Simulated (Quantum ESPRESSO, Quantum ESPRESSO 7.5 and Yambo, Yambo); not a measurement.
## A GW chain in Yambo: MoS2 (2H monolayer)

How does a plane-wave GW calculation on MoS2 (2H monolayer) run from the first input to the gap?

Calculated with Quantum ESPRESSO 7.5 and Yambo 5.3.0; PBE and many-body steps on it, plane waves.

**The experiments to reproduce.**

- Gap 2.16 ± 0.02 eV: quasiparticle gap from STS, corrected for modulation broadening; scanning tunnelling spectroscopy; 5 K; monolayer (CVD-grown monolayer on epitaxial graphene) on epitaxial graphene on SiC (“Quantum-Confined Electronic States arising from Moir'e Pattern of MoS2-WSe2 Hetero-bilayers”, 2017, arxiv:1712.00116).

- Gap 2.75 eV: quasiparticle (electronic) gap from STS, without graphene; scanning tunnelling spectroscopy; 77 K; monolayer (“Slow cooling and efficient extraction of C-exciton hot carriers in MoS2 monolayer”, 2017, pmc:5227064).

- Gap 1.77 eV: optical gap estimated from photocurrent cutoff near 700 nm; photocurrent response versus wavelength; monolayer (CVD-grown monolayer in a Mo2C/MoS2/Au device) on SiO2/Si (“MoS2-Based Photodetectors Powered by Asymmetric Contact Structure with Large Work Function Difference”, 2019, pmc:7770726).

- Gap 2.4 eV: quasiparticle gap of monolayer from STS; scanning tunnelling spectroscopy; monolayer (CVD-grown on highly oriented pyrolytic graphite, n-type, UHV) on HOPG (“Nanoscale redox mapping at the MoS2-liquid interface”, 2021, pmc:7910562).

- Gap 1.83 eV: direct optical gap from band-edge PL peak (excitonic); photoluminescence, 532 nm excitation; monolayer on SiO2/Si (“Analyzing Growth Kinematics and Fractal Dimensions of Molybdenum Disulfide Films”, 2020, arxiv:2012.05979).

This is a selection; 32 further reports are not listed.

Most raw output is cut from this account.

### 1. Starting point

The cell holds 3 atoms: 1 Mo and 2 S. Cell: a = 3.185 Å, b = 3.185 Å, c = 16.000 Å, α = 90.0°, β = 90.0°, γ = 120.0°. Vacuum lies along c.

The structure was relaxed with PBE. The runs that relaxed it are not among those shown.

### 2. Ground state

This step: Quantum ESPRESSO 7.5; DFT, PBE with spin-orbit coupling, plane waves, norm-conserving pseudopotentials.

The ground-state density comes first.

Input file pw.in:

```
&control
  calculation = 'scf'
  prefix = 'x'
  outdir = 'o'
  pseudo_dir = 'pseudo'
/
&system
  ibrav = 0
  nat = 3
  ntyp = 2
  ecutwfc = 72.0
  nbnd = 36
  force_symmorphic = .true.
  noncolin = .true.
  lspinorb = .true.
/
&electrons
  conv_thr = 1e-10
  electron_maxstep = 80
  mixing_beta = 0.5
/
ATOMIC_SPECIES
  Mo 95.95 Mo.upf
  S 32.06 S.upf
CELL_PARAMETERS angstrom
  3.1851870510 -0.0000000003 0.0000000000
  -1.5925935253 2.7584529021 0.0000000000
  0.0000000000 0.0000000000 16.0000000000
ATOMIC_POSITIONS crystal
  Mo 0.3333333333 0.6666666667 0.5000000000
  S 0.6666666667 0.3333333333 0.5976878787
  S 0.6666666667 0.3333333333 0.4023121213
K_POINTS automatic
  12 12 1 0 0 0
```

Started as:

```bash
> OMP_NUM_THREADS=1 mpirun -n 4 pw.x -nk 4 -in pw.in > pw.out
```

Wall time 92 s (4 MPI ranks of Arm Neoverse V1, shared host); peak memory 1.1 GiB.

This step gave:

* total energy: -2515.5295 eV
* gap: 1.598 eV
* k of the valence top: 0.3333, 0.3333, 0
* k of the conduction bottom: 0.3333, 0.3333, 0
* least direct gap: 1.598 eV

The gap is direct, at (0.333, 0.333, 0.000).

### 3. Bands along the symmetry lines

The cheap functional maps the bands first; the places of the edges decide which points the dearer methods must see.

Input file pw.in:

```
&control
  calculation = 'bands'
  prefix = 'x'
  outdir = 'o'
  pseudo_dir = 'pseudo'
/
&system
  ibrav = 0
  nat = 3
  ntyp = 2
  ecutwfc = 72.0
  nbnd = 38
  force_symmorphic = .true.
  noncolin = .true.
  lspinorb = .true.
/
&electrons
  conv_thr = 1e-9
  electron_maxstep = 80
  diago_full_acc = .true.
  diago_thr_init = 5e-6
/
ATOMIC_SPECIES
  Mo 95.95 Mo.upf
  S 32.06 S.upf
CELL_PARAMETERS angstrom
  3.1851870510 -0.0000000003 0.0000000000
  -1.5925935253 2.7584529021 0.0000000000
  0.0000000000 0.0000000000 16.0000000000
ATOMIC_POSITIONS crystal
  Mo 0.3333333333 0.6666666667 0.5000000000
  S 0.6666666667 0.3333333333 0.5976878787
  S 0.6666666667 0.3333333333 0.4023121213
K_POINTS crystal
  25
  0.00000000 0.00000000 0.00000000 1
  0.06250000 0.00000000 0.00000000 1
  0.12500000 0.00000000 0.00000000 1
  0.18750000 0.00000000 0.00000000 1
  0.25000000 0.00000000 0.00000000 1
  0.31250000 0.00000000 0.00000000 1
  0.37500000 0.00000000 0.00000000 1
  0.43750000 0.00000000 0.00000000 1
  0.50000000 0.00000000 0.00000000 1
  0.47916667 0.04166667 0.00000000 1
  0.45833333 0.08333333 0.00000000 1
  0.43750000 0.12500000 0.00000000 1
  0.41666666 0.16666666 0.00000000 1
  0.39583333 0.20833333 0.00000000 1
  0.37500000 0.25000000 0.00000000 1
  0.35416666 0.29166666 0.00000000 1
  0.33333333 0.33333333 0.00000000 1
  0.29166666 0.29166666 0.00000000 1
  0.25000000 0.25000000 0.00000000 1
  0.20833333 0.20833333 0.00000000 1
  0.16666666 0.16666666 0.00000000 1
  0.12500000 0.12500000 0.00000000 1
  0.08333333 0.08333333 0.00000000 1
  0.04166667 0.04166667 0.00000000 1
  0.00000000 0.00000000 0.00000000 1
```

It took 43 s on 4 MPI ranks; peak memory 0.65 GiB; 2.8 min of CPU time.

This step gave:

* gap: 1.598 eV
* k of the valence top: 0.3333, 0.3333, 0
* k of the conduction bottom: 0.3333, 0.3333, 0
* least direct gap: 1.598 eV

The gap is 1.598 eV, as in the run before at this level.

Electronic bands along the path, in eV, zero at the top of the highest filled band:

| point | band 23 | band 24 | band 25 | band 26 | band 27 | band 28 | band 29 | band 30 |
| --- | --- | --- | --- | --- | --- | --- | --- | --- |
| Γ | -1.52 | -1.52 | -0.05 | -0.05 | 2.65 | 2.65 | 2.73 | 2.73 |
| halfway | -1.37 | -1.37 | -0.77 | -0.77 | 2.11 | 2.11 | 2.30 | 2.30 |
| M | -1.04 | -1.04 | -0.68 | -0.68 | 2.17 | 2.17 | 2.69 | 2.69 |
| halfway | -1.94 | -1.93 | -0.43 | -0.32 | 2.04 | 2.09 | 2.89 | 3.04 |
| K | -2.21 | -2.19 | -0.15 | 0.00 | 1.60 | 1.60 | 2.99 | 3.02 |
| halfway | -1.12 | -1.08 | -0.87 | -0.80 | 1.84 | 1.91 | 2.40 | 2.42 |
| Γ | -1.52 | -1.52 | -0.05 | -0.05 | 2.65 | 2.65 | 2.73 | 2.73 |

### 4. Empty states on the mesh, 6×6×1 mesh, 326 bands

The sums over transitions need many empty states on a uniform mesh; this step solves for them.

Input file pw.in:

```
&control
  calculation = 'nscf'
  prefix = 'x'
  outdir = 'o'
  pseudo_dir = 'pseudo'
/
&system
  ibrav = 0
  nat = 3
  ntyp = 2
  ecutwfc = 72.0
  nbnd = 326
  force_symmorphic = .true.
  noncolin = .true.
  lspinorb = .true.
/
&electrons
  conv_thr = 1e-9
  electron_maxstep = 80
  diago_full_acc = .true.
  diago_thr_init = 5e-6
/
ATOMIC_SPECIES
  Mo 95.95 Mo.upf
  S 32.06 S.upf
CELL_PARAMETERS angstrom
  3.1851870510 -0.0000000003 0.0000000000
  -1.5925935253 2.7584529021 0.0000000000
  0.0000000000 0.0000000000 16.0000000000
ATOMIC_POSITIONS crystal
  Mo 0.3333333333 0.6666666667 0.5000000000
  S 0.6666666667 0.3333333333 0.5976878787
  S 0.6666666667 0.3333333333 0.4023121213
K_POINTS automatic
  6 6 1 0 0 0
```

Wall time 4 min (4 MPI ranks); peak memory 2.4 GiB; 16 min of CPU time.

This step gave:

| Quantity | Value |
| --- | --- |
| gap | 1.598 eV |
| k of the valence top | 0.3333, 0.3333, 0 |
| k of the conduction bottom | 0.3333, 0.3333, 0 |
| least direct gap | 1.598 eV |
| k points computed | 7 |
| lowest point of the top converged band, above the valence top | 57.3076 eV |

On this mesh the gap is 1.598 eV.

### 5. Conversion and set-up

This step: Yambo 5.3.0; conversion and set-up on PBE with spin-orbit coupling, plane waves, norm-conserving pseudopotentials.

The states are converted to the many-body program's format and the q mesh is built.

Started as:

```bash
> (cd o/x.save; p2y > p2y.log; mv SAVE ../..); yambo > setup.log
```

It took 3.8 s on 1 MPI rank; peak memory 0.25 GiB.

### 6. Screening and self-energy, 6×6×1 mesh, 326 bands, screening to 176.9 eV

G0W0 replaces the xc potential by the self-energy, built once from these orbitals. Only a window of levels is corrected, while the sums run over the empty bands that the input names.

This step: G0W0 on PBE with spin-orbit coupling, plane waves, norm-conserving pseudopotentials.

Input file gw3.in:

```
HF_and_locXC
gw0
dyson
ppa
em1d
rim_cut
rim_w
RandQpts= 3000000
RandGvec= 100 RL
CUTGeo= "slab z"
RandGvecW= 9 RL
EXXRLvcs= 72 Ry
VXCRLvcs= 288 Ry
Chimod= "HARTREE"
% BndsRnXp
 1 | 326 |
%
NGsBlkXp= 13 Ry
% LongDrXp
 1 | 1 | 0 |
%
% GbndRnge
 1 | 326 |
%
DysSolver= "n"
ExtendOut
PPAPntXp= 27.21138 eV
% QPkrange
 7 | 7 | 23 | 30 |
 1 | 1 | 23 | 30 |
%
```

Started as:

```bash
> OMP_NUM_THREADS=1 mpirun -n 4 yambo -F gw3.in -J gw3 -C gw3 > gw3.log
```

Run time: 38 min. Hardware: 4 MPI ranks; peak memory 5.1 GiB; 2.5 h of CPU time.

Numbers from this step:

```yaml
g0w0_gap_on_the_points_computed: 2.500 eV
starting_gap_on_the_mesh: 1.598 eV
k_of_the_valence_top: 0.3333, 0.3333, 0
k_of_the_conduction_bottom: 0.3333, 0.3333, 0
least_direct_g0w0_gap_on_the_computed_points: 2.500 eV
z_at_the_valence_top: 0.7360
z_at_the_conduction_bottom: 0.7307
```

The gap on the mesh goes from 1.60 eV to 2.50 eV, a correction of +0.90 eV.

Limits: finite bands, cutoff and mesh. v1 is the top filled band, c1 the lowest empty one. The levels before and after the correction (eV, zero at the valence-band top of each column):

|  | conduction bottom | valence top |
| --- | --- | --- |
| Kohn-Sham | 1.60 | 0.00 |
| G0W0 | 2.50 | 0.00 |

|  | level | energy (eV) |
| --- | --- | --- |
| Kohn-Sham | (0.333 0.333 0) v4 | -2.215 |
| Kohn-Sham | (0.333 0.333 0) v3 | -2.191 |
| Kohn-Sham | (0.333 0.333 0) v2 | -0.148 |
| Kohn-Sham | (0.333 0.333 0) v1 | 0.000 |
| Kohn-Sham | (0.333 0.333 0) c1 | 1.598 |
| Kohn-Sham | (0.333 0.333 0) c2 | 1.601 |
| Kohn-Sham | (0.333 0.333 0) c3 | 2.986 |
| Kohn-Sham | (0.333 0.333 0) c4 | 3.017 |
| G0W0 | (0.333 0.333 0) v4 | -2.712 |
| G0W0 | (0.333 0.333 0) v3 | -2.693 |
| G0W0 | (0.333 0.333 0) v2 | -0.144 |
| G0W0 | (0.333 0.333 0) v1 | 0.000 |
| G0W0 | (0.333 0.333 0) c1 | 2.500 |
| G0W0 | (0.333 0.333 0) c2 | 2.506 |
| G0W0 | (0.333 0.333 0) c3 | 3.831 |
| G0W0 | (0.333 0.333 0) c4 | 3.865 |

### 7. Where the time went

Times are wall times on the hardware named with each run, good to a factor of about two.

| step | time | share | memory (GiB) |
| --- | --- | --- | --- |
| ground state | 92 s | 3 % | 1.1 |
| bands along the symmetry lines | 43 s | 2 % | 0.65 |
| empty states on the mesh | 4 min | 9 % | 2.4 |
| conversion and set-up | 3.8 s | 0 % | 0.25 |
| screening and self-energy | 38 min | 86 % | 5.1 |

### 8. Outcome

```
PBE gap              : 1.60 eV, direct
G0W0 gap on the mesh : 2.50 eV
GW settings          : 6×6×1 mesh, 326 bands, screening to 176.9 eV, Godby-Needs plasmon pole
known limits         : not at the basis limit
```

**Reading.** G0W0 moves the gap on the mesh from 1.60 eV to 2.50 eV (+0.90 eV), with Z of 0.74 and 0.73 at the edges. Only 2 of the mesh's irreducible points were corrected, so a valley elsewhere could overtake. The dearest step here is «screening and self-energy». Against experiment, by G0W0@PBE: the gap of 2.50 eV lies +0.34 eV from the measured 2.16 ± 0.02 eV (electronic, 5 K, on epitaxial graphene on SiC, 2017); the gap of 2.50 eV lies −0.25 eV from the measured 2.75 eV (electronic, 77 K, 2017); the direct gap of 2.50 eV lies +0.73 eV from the measured 1.77 eV (exciton, on SiO2/Si, 2019); the gap of 2.50 eV lies +0.10 eV from the measured 2.4 eV (electronic, on HOPG, 2021); the direct gap of 2.50 eV lies +0.67 eV from the measured 1.83 eV (exciton, on SiO2/Si, 2020). An exciton line or allowed optical edge lies below the quasiparticle gap by the binding energy; a forbidden edge can push the onset above it. The computed sheet is free-standing; a substrate or cover screens it further and lowers both gap and binding, while the exciton line moves little. The calculation has static nuclei and no excitons; a measured gap holds zero-point and thermal motion, which mostly lowers it. Bands and cutoff are finite, so the gap is not at the basis limit. The miss can reach some tenths of an eV and take either sign; the mesh is an error of its own. In the G0W0 run levels were corrected at 2 k points alone, so a gap called «on the mesh» is the least over those, and an edge elsewhere would be missed.

[Paths, hosts, dates, memory and timing lines, banners, echoed tables and standing remarks are left out of the program output.]

[Logs are printed without paths, hosts, clocks, repeated set-up lines and the standing remarks that a program may print on its own settings, such as how far it seeks lower states.]

[Runs of the session that timed out or met a known fault of the program may be left out.]

[Hosts, paths, dates, database ids (printed as entryN), source tags and the programs' standing remarks are cut or masked in the printed files.]
